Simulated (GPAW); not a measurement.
# PbS (Galena) (Fm-3m) in GPAW: convergence with density grid spacing (A)

Aim: find how far density grid spacing (A) must go before the results for PbS (Galena) settle, at PBE. This setting moves, with any that are tied to it; all else stays.

Everything below comes from runs of GPAW 26.7.0. Logs are shortened: lines on timing, memory, paths and dates and some standing lists are left out, and cuts for length are marked. The log counts tension as positive stress, the text compression.

### 1 Starting point

Symmetry: Fm-3m, No. 225, cubic system. The conventional cell has a = 5.931 Å, b = 5.931 Å, c = 5.931 Å, α = 90.00°, β = 90.00°, γ = 90.00°. Around Pb (site symmetry m-3m) lie 6 S at 2.97 Å. S (site symmetry m-3m) has 6 Pb at 2.97 Å as nearest neighbours.

### 2 With density grid spacing (A) 0.24

run.py

```python
from ase.dft.bandgap import bandgap
from ase.io import read, write
from ase.units import GPa
from gpaw import GPAW, PW

atoms = read('PbS.xyz')

calc = GPAW(mode=PW(600),
            h=0.24,
            xc='PBE',
            kpts={'size': (8, 8, 8), 'gamma': True},
            occupations={'name': 'fermi-dirac', 'width': 0.05},
            nbands=19,
            convergence={'density': 1e-05, 'energy': 1e-05},
            maxiter=100,
            txt='gpaw.txt')
atoms.calc = calc
energy = atoms.get_potential_energy()
forces = atoms.get_forces()
stress = atoms.get_stress()
calc.write('gs.gpw')
write('result.traj', atoms)
print(f'Energy: {energy:.6f} eV')
print('Forces (eV/A):')
print(forces.round(4))
print('Stress (GPa):', (stress / GPa).round(3))
print('Fermi level:', round(calc.get_fermi_level(), 4), 'eV')
print(f'Gap: {bandgap(calc)[0]:.4f} eV, direct: {bandgap(calc, direct=True)[0]:.4f} eV')
```

PbS.xyz

```xyz
2
Lattice="0.0000000000 2.9657500000 2.9657500000 2.9657500000 0.0000000000 2.9657500000 2.9657500000 2.9657500000 0.0000000000" Properties=species:S:1:pos:R:3 pbc="T T T"
Pb     0.0000000000      0.0000000000      0.0000000000
S      2.9657500000      2.9657500000      2.9657500000
```

Potentials or basis: GPAW PAW data sets (gpaw-data 1.2.1), pw.

Launch:

```bash
$ OMP_NUM_THREADS=1 python run.py
```

It took 14 s on 1 thread of Arm Neoverse V1, shared host; peak memory 0.15 GiB.

What came out:

```
Free energy            : -8.9720 eV
Pressure               : 2.0 GPa
Band gap on the k mesh : 0.31 eV, direct
```

### 3 With density grid spacing (A) 0.2

Changes to run.py since step 2:

```diff
@@ -8,3 +8,3 @@
 calc = GPAW(mode=PW(600),
-            h=0.24,
+            h=0.2,
             xc='PBE',
```

PbS.xyz is that of step 2.

Potentials or basis: GPAW PAW data sets (gpaw-data 1.2.1), pw.

Launch:

```bash
$ OMP_NUM_THREADS=1 python run.py
```

Wall time 16 s (1 thread of Arm Neoverse V1, shared host); peak memory 0.16 GiB.

What came out:

```
Free energy            : -8.9727 eV
Pressure               : 2.0 GPa
Band gap on the k mesh : 0.31 eV, direct
```

### 4 With density grid spacing (A) 0.17

Changes to run.py since step 3:

```diff
@@ -8,3 +8,3 @@
 calc = GPAW(mode=PW(600),
-            h=0.2,
+            h=0.17,
             xc='PBE',
```

PbS.xyz is that of step 3.

Launch:

```bash
$ OMP_NUM_THREADS=1 python run.py
```

Run time: 17 s. Hardware: 1 thread of Arm Neoverse V1, shared host; peak memory 0.16 GiB.

What came out:

| Item | Value |
| --- | --- |
| Free energy | -8.9724 eV |
| Pressure | 2.0 GPa |
| Band gap on the k mesh | 0.31 eV, direct |

### 5 With density grid spacing (A) 0.15

Changes to run.py since step 4:

```diff
@@ -8,3 +8,3 @@
 calc = GPAW(mode=PW(600),
-            h=0.17,
+            h=0.15,
             xc='PBE',
```

PbS.xyz is that of step 4.

Launch:

```bash
$ OMP_NUM_THREADS=1 python run.py
```

It took 27 s on 1 thread of Arm Neoverse V1, shared host; peak memory 0.17 GiB.

It converged, with:

```
Free energy            : -8.9723 eV
Pressure               : 2.0 GPa
Band gap on the k mesh : 0.31 eV, direct
```

### 6 With density grid spacing (A) 0.13

Changes to run.py since step 5:

```diff
@@ -8,3 +8,3 @@
 calc = GPAW(mode=PW(600),
-            h=0.15,
+            h=0.13,
             xc='PBE',
```

PbS.xyz is that of step 5.

Potentials or basis: GPAW PAW data sets (gpaw-data 1.2.1), pw.

Launch:

```bash
$ OMP_NUM_THREADS=1 python run.py
```

It took 47 s on 1 thread of Arm Neoverse V1, shared host; peak memory 0.2 GiB.

The run converged. Its results:

| Property | Result |
| --- | --- |
| Free energy | -8.9722 eV |
| Pressure | 2.0 GPa |
| Band gap on the k mesh | 0.31 eV, direct |

### 7 With density grid spacing (A) 0.11

Changes to run.py since step 6:

```diff
@@ -8,3 +8,3 @@
 calc = GPAW(mode=PW(600),
-            h=0.13,
+            h=0.11,
             xc='PBE',
```

PbS.xyz is that of step 6.

Launch:

```bash
$ OMP_NUM_THREADS=1 python run.py
```

It took 58 s on 1 thread of Arm Neoverse V1, shared host; peak memory 0.23 GiB.

Results (log left out):

| Quantity | Value |
| --- | --- |
| Free energy | -8.9722 eV |
| Pressure | 2.0 GPa |
| Band gap on the k mesh | 0.31 eV, direct |

### 8 With density grid spacing (A) 0.09

Changes to run.py since step 7:

```diff
@@ -8,3 +8,3 @@
 calc = GPAW(mode=PW(600),
-            h=0.11,
+            h=0.09,
             xc='PBE',
```

PbS.xyz is that of step 7.

Potentials or basis: GPAW PAW data sets (gpaw-data 1.2.1), pw.

Launch:

```bash
$ OMP_NUM_THREADS=1 python run.py
```

gpaw.txt:

```text
__  _  _
 | _ |_)|_||  |
 |__||  | ||/\| - 26.7.0

Input parameters:
  mode=PW(ecut=600.0),
  convergence={'density': 1e-05, 'energy': 1e-05},
  h=0.09,
  kpts=MonkhorstPack(size=(8, 8, 8), gamma=True),
  maxiter=100,
  nbands=19,
  occupations=Occupations(name='fermi-dirac', width=0.05),
  xc=XC(name='PBE')

Diagonalizing LCAO Hamiltonian
Converting LCAO to pw mode

                S

       Pb

Atoms  # Å, Bohr magnetons
|   | symbol |        x |        y |        z |    initial magnetic moments |
|---|--------|----------|----------|----------|-----------------------------|
| 0 |     Pb | 0.000000 | 0.000000 | 0.000000 | ( 0.0000,  0.0000,  0.0000) |
| 1 |      S | 2.965750 | 2.965750 | 2.965750 | ( 0.0000,  0.0000,  0.0000) |

Unit cell  # Å
| periodic |        x |        y |        z |  lengths |    angles |
|----------|----------|----------|----------|----------|-----------|
|      yes | 0.000000 | 2.965750 | 2.965750 | 4.194204 | 60.000000 |
|      yes | 2.965750 | 0.000000 | 2.965750 | 4.194204 | 60.000000 |
|      yes | 2.965750 | 2.965750 | 0.000000 | 4.194204 | 60.000000 |

Number of symmetries: 48
Symmetry operations  # r_c * U_cc + t_c -> r_c
|    | kind |            matrix            |
|----|------|------------------------------|
|  0 |  σ   |  1, 0, 0,  1, 0,-1,  1,-1, 0 |
|  1 |  C2  |  1, 0, 0,  1,-1, 0,  1, 0,-1 |
|  2 |  E   |  1, 0, 0,  0, 1, 0,  0, 0, 1 |
|  3 |  σ   |  1, 0, 0,  0, 0, 1,  0, 1, 0 |
|  4 |  C4  |  1, 0,-1,  1, 0, 0,  1,-1, 0 |
|  5 |  S6  |  1, 0,-1,  1,-1, 0,  1, 0, 0 |
|  6 |  σ   |  1, 0,-1,  0, 1,-1,  0, 0,-1 |
|  7 |  C3  |  1, 0,-1,  0, 0,-1,  0, 1,-1 |
|  8 |  S6  |  1,-1, 0,  1, 0, 0,  1, 0,-1 |
|  9 |  C4  |  1,-1, 0,  1, 0,-1,  1, 0, 0 |
| 10 |  C3  |  1,-1, 0,  0,-1, 1,  0,-1, 0 |
| 11 |  σ   |  1,-1, 0,  0,-1, 0,  0,-1, 1 |
| 12 |  σ   |  0, 1, 0,  1, 0, 0,  0, 0, 1 |
| 13 |  C4  |  0, 1, 0,  0, 1,-1, -1, 1, 0 |
| 14 |  C3  |  0, 1, 0,  0, 0, 1,  1, 0, 0 |
| 15 |  S6  |  0, 1, 0, -1, 1, 0,  0, 1,-1 |
| 16 |  C2  |  0, 1,-1,  1, 0,-1,  0, 0,-1 |
| 17 |  σ   |  0, 1,-1,  0, 1, 0, -1, 1, 0 |
| 18 |  S4  |  0, 1,-1,  0, 0,-1,  1, 0,-1 |
| 19 |  C4  |  0, 1,-1, -1, 1, 0,  0, 1, 0 |
| 20 |  C3  |  0, 0, 1,  1, 0, 0,  0, 1, 0 |
| 21 |  σ   |  0, 0, 1,  0, 1, 0,  1, 0, 0 |
| 22 |  S6  |  0, 0, 1,  0,-1, 1, -1, 0, 1 |
| 23 |  C4  |  0, 0, 1, -1, 0, 1,  0,-1, 1 |
| 24 |  S4  |  0, 0,-1,  1, 0,-1,  0, 1,-1 |
| 25 |  C3  |  0, 0,-1,  0, 1,-1,  1, 0,-1 |
| 26 |  C2  |  0, 0,-1,  0,-1, 0, -1, 0, 0 |
| 27 |  S6  |  0, 0,-1, -1, 0, 0,  0,-1, 0 |
| 28 |  S4  |  0,-1, 1,  1,-1, 0,  0,-1, 0 |
| 29 |  C4  |  0,-1, 1,  0, 0, 1, -1, 0, 1 |
| 30 |  C2  |  0,-1, 1,  0,-1, 0,  1,-1, 0 |
| 31 |  σ   |  0,-1, 1, -1, 0, 1,  0, 0, 1 |
| 32 |  C3  |  0,-1, 0,  1,-1, 0,  0,-1, 1 |
| 33 |  S6  |  0,-1, 0,  0, 0,-1, -1, 0, 0 |
| 34 |  S4  |  0,-1, 0,  0,-1, 1,  1,-1, 0 |
| 35 |  C2  |  0,-1, 0, -1, 0, 0,  0, 0,-1 |
| 36 |  C2  | -1, 1, 0,  0, 1, 0,  0, 1,-1 |
| 37 |  S6  | -1, 1, 0,  0, 1,-1,  0, 1, 0 |
| 38 |  S4  | -1, 1, 0, -1, 0, 1, -1, 0, 0 |
| 39 |  C3  | -1, 1, 0, -1, 0, 0, -1, 0, 1 |
| 40 |  S6  | -1, 0, 1,  0, 0, 1,  0,-1, 1 |
| 41 |  C2  | -1, 0, 1,  0,-1, 1,  0, 0, 1 |
| 42 |  C3  | -1, 0, 1, -1, 1, 0, -1, 0, 0 |
| 43 |  S4  | -1, 0, 1, -1, 0, 0, -1, 1, 0 |
| 44 |  C2  | -1, 0, 0,  0, 0,-1,  0,-1, 0 |
| 45 |  i   | -1, 0, 0,  0,-1, 0,  0, 0,-1 |
| 46 |  σ   | -1, 0, 0, -1, 1, 0, -1, 0, 1 |
| 47 |  C2  | -1, 0, 0, -1, 0, 1, -1, 1, 0 |

BZ-sampling:
  Number of BZ points: 512
  Number of IBZ points: 29

  Monkhorst-Pack size: [8, 8, 8]
  Monkhorst-Pack shift: [0.0625, 0.0625, 0.0625]

K-points  # in reciprocal-cell coordinates
|     |                                coordinates |     weight |
|-----|--------------------------------------------|------------|
|   0 | (  0.00000000,   0.00000000,   0.00000000) | 0.00195312 |
|   1 | (  0.12500000,   0.12500000,   0.00000000) | 0.01171875 |
|   2 | (  0.12500000,   0.12500000,   0.12500000) | 0.01562500 |
|   3 | (  0.25000000,   0.12500000,   0.12500000) | 0.02343750 |
|   4 | (  0.25000000,   0.25000000,   0.00000000) | 0.01171875 |
|   5 | (  0.25000000,   0.25000000,   0.12500000) | 0.04687500 |
|   6 | (  0.25000000,   0.25000000,   0.25000000) | 0.01562500 |
|   7 | (  0.37500000,   0.25000000,  -0.37500000) | 0.04687500 |
|   8 | (  0.37500000,   0.25000000,   0.12500000) | 0.04687500 |
|   9 | (  0.37500000,   0.25000000,   0.25000000) | 0.04687500 |
| ... |                                            |            |
|  28 | (  0.50000000,   0.50000000,   0.50000000) | 0.00781250 |

Plane wave coefficients: 1807
Cutoff: 600.0 eV

Spin-components: 1 (collinear spins)
Bands:           19
Projectors:      11
Spin-degeneracy: 2
Datatype:        complex128

Parallelization:
  kpt:    1
  domain: 1
  band:   1

Density:
  Valence electrons: 20.0
  Components: 1
  Grid points: [48 48 48]
  Charge: 0.0  # |e|

Potential:
  Grid points: [48 48 48]

species:
  Pb:
    name:    Lead
    Z:       82.0
    valence: 14
    core:    68
    charge:  0.0  # [|e|]
    compensation charges:
      type: gauss
      rc: 0.38  # [Å]
      lmax: 2
    cutoffs:
      filter: 2.36  # [Å]
      core: 2.43  # [Å]
    projectors
    | kind |    occ | energy [eV] | rcut [Å] |
    |------|--------|-------------|----------|
    |   6s |  2.000 |     -11.969 |    1.259 |
    |   6p |  2.000 |      -3.506 |    1.275 |
    |   5d | 10.000 |     -21.211 |    1.217 |
    |    s |        |      15.243 |    1.259 |
    |    p |        |      23.705 |    1.275 |
    |    d |        |       6.001 |    1.217 |

    Using partial waves for Pb as LCAO basis

  S:
    name:    Sulfur
    Z:       16.0
    valence: 6
    core:    10
    charge:  0.0  # [|e|]
    compensation charges:
      type: gauss
      rc: 0.24  # [Å]
      lmax: 2
    cutoffs:
      filter: 1.77  # [Å]
      core: 1.66  # [Å]
    projectors
    | kind |    occ | energy [eV] | rcut [Å] |
    |------|--------|-------------|----------|
    |   3s |  2.000 |     -17.254 |    0.974 |
    |   3p |  4.000 |      -7.008 |    0.979 |
    |    s |        |       9.957 |    0.974 |
    |    p |        |      20.203 |    0.979 |
    |    d |        |       0.000 |    0.900 |

    Using partial waves for S as LCAO basis

Reference energy: -578132.083262  # eV

eigensolver:
  PPCG
  Converge bands: occupied
  niter=2

density mixing:
  MSR1-Mixer
  Pratt-step length: 0.05
  Maximum mixing coefficient: 0.75
  Old densities: 10
  SVD Regularization: 0.005
  Good broyden scale: 1.0
  Trust region scale: 1.0
  Backstep threshold: 4.0
  History deletion threshold: 6.0
  Fourier metric: weight=20.0, sigma=0.015

occupation numbers:
  Fermi-Dirac:
    width: 0.0500  # eV

poisson solver:
  ecut: 4800.0  # eV

xc functional:
  name: PBE with 2 nearest neighbor stencil

convergence criteria:
- Maximum integral of absolute [dens]ity change: 1e-05 electrons / valence electron
- Maximum [total energy] change in last 3 cyles: 1e-05 eV / valence electron
- Maximum integral of absolute [eigenst]ate change: 4e-08 eV^2 / valence electron
maximum number of iterations: 100

SCF iterations
|iter     | |      energy | eigst |  dens |
|---------|-|-------------|-------|-------|
|iter:   1| |   -9.404594 | -0.15 |       |
|iter:   2| |   -9.296126 | -1.96 | -1.16 |
|iter:   3| |   -8.968736 | -1.65 | -1.21 |
|iter:   4| |   -8.970871 | -3.75 | -1.81 |
|iter:   5| |   -8.971957 | -4.21 | -2.16 |
|iter:   6| |   -8.971996 | -5.53 | -3.15 |
|iter:   7| |   -8.972002c| -6.55 | -3.63 |
|iter:   8| |   -8.972002c| -7.59c| -4.45 |
|iter:   9| |   -8.972002c| -7.61c| -5.18c|

Converged in 9 steps
Energy contributions relative to reference atoms: (reference = -578132.083262)

Energy contributions:
  Kinetic:          18.606629
  Coulomb:         -18.977845
  Zero:              0.046084
  External:          0.000000
  Xc:               -8.646729
  Entropy:          -0.000281
  Spinorbit:         0.000000
  ----------------------------
  Free energy:      -8.972143
  Extrapolated:     -8.972002

dipole moment: (-25.074730, -25.074730, -25.074730)  # |e|*Ang

Fermi level: 6.426
Eigenvalues  # (at kpt = [0.000, 0.000, 0.000])
| band index |      eig [eV] | occ [0-2] |
|------------|---------------|-----------|
|          0 |       -10.580 |     2.000 |
|        ... |               |           |
|          2 |       -10.580 |     2.000 |
|          3 |       -10.571 |     2.000 |
|          4 |       -10.571 |     2.000 |
|          5 |        -7.359 |     2.000 |
|          6 |         0.258 |     2.000 |
|          7 |         4.051 |     2.000 |
[... 9 lines left out ...]
|         17 |        15.283 |     0.000 |
|         18 |        15.293 |     0.000 |

Gap: 0.308 eV
Transition (v -> c):
  (s=0, k=28, n=9, [0.50, 0.50, 0.50]) -> (s=0, k=28, n=10, [0.50, 0.50, 0.50])
No difference between direct/indirect transitions

Forces  # eV/Ang
|       x |        y |        z |
|---------|----------|----------|
| 0.00000 | -0.00000 | -0.00000 |  # Pb   0
| 0.00000 |  0.00000 | -0.00000 |  # S    1

Stress tensor  # eV/Ang^3
|         x |         y |         z |
|-----------|-----------|-----------|
| -0.012390 |  0.000000 |  0.000000 |
|  0.000000 | -0.012390 |  0.000000 |
|  0.000000 |  0.000000 | -0.012390 |

# Writing to gs.gpw (mode='')
```

stdout:

```text
Energy: -8.972002 eV
Forces (eV/A):
[[ 0. -0. -0.]
 [ 0.  0. -0.]]
Stress (GPa): [-1.985 -1.985 -1.985  0.     0.     0.   ]
Fermi level: 6.4259 eV
Gap: 0.3082 eV, direct: 0.3082 eV
```

Wall time 1.9 min (1 thread of Arm Neoverse V1, shared host); peak memory 0.3 GiB.

Results:

```
Free energy            : -8.9721 eV
Pressure               : 2.0 GPa
Band gap on the k mesh : 0.31 eV, direct
```

### 9 Result

```csv
density grid spacing (A),"energy less the tightest run, at zero smearing (meV/atom)",SCF cycles,CPU time (s),peak memory (GiB)
0.24,0.06,9,14,0.15
0.2,-0.26,9,16,0.16
0.17,-0.12,9,17,0.16
0.15,-0.07,9,27,0.17
0.13,-0.02,9,47,0.2
0.11,-0.01,9,58,0.23
0.09,0.00,9,110,0.3
```

Against the tightest run, the energy stays within 1 meV/atom from 0.24 on. The tightest run that finished is the yardstick and may itself not be fully converged.

Caveats: spin-orbit coupling is left out, which as a rule narrows the gap of such compounds by several tenths of an eV.
